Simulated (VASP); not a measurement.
BAs, 2 atoms in the cell. Symmetry: F-43m, No. 216, cubic system. The conventional cell has a = 4.718 Å, b = 4.718 Å, c = 4.718 Å, α = 90.00°, β = 90.00°, γ = 90.00°. Around B (site symmetry -43m) lie 4 As at 2.04 Å. As (site symmetry -43m) is surrounded by 4 B at 2.04 Å.  The cell isn't the ideal one: a relaxed cell with its volume scaled by 0.94.

```yaml
Program: VASP 6.6.1
Task: single point
Functional: PBE
Potentials_or_basis: VASP PAW PBE potentials, release 64 (B, As)
Cutoff: 520 eV
k_mesh: 12 × 12 × 12
Occupations: gaussian, width 1 eV
Spin: no spin polarisation
Further_INCAR_settings: ALGO = Normal; EDIFF = 1e-07; NBANDS = 11
```

Potentials or basis: VASP PAW PBE potentials, release 64 (B, As).

Command:

```console
$ cat potpaw_PBE.64/B/POTCAR potpaw_PBE.64/As/POTCAR > POTCAR
$ mpirun -np 1 vasp_std > vasp.out
```

Hardware: 1 thread of Intel(R) Xeon(R) Platinum 8488C (Sapphire Rapids), with other jobs on the host.

Problem. Estimate the wall time of this run.

Solution. Wall time 18 s on 1 thread of Intel(R) Xeon(R) Platinum 8488C (Sapphire Rapids), with other jobs on the host, peak memory 0.16 GiB. Counts: scf iterations 13, k points 72.
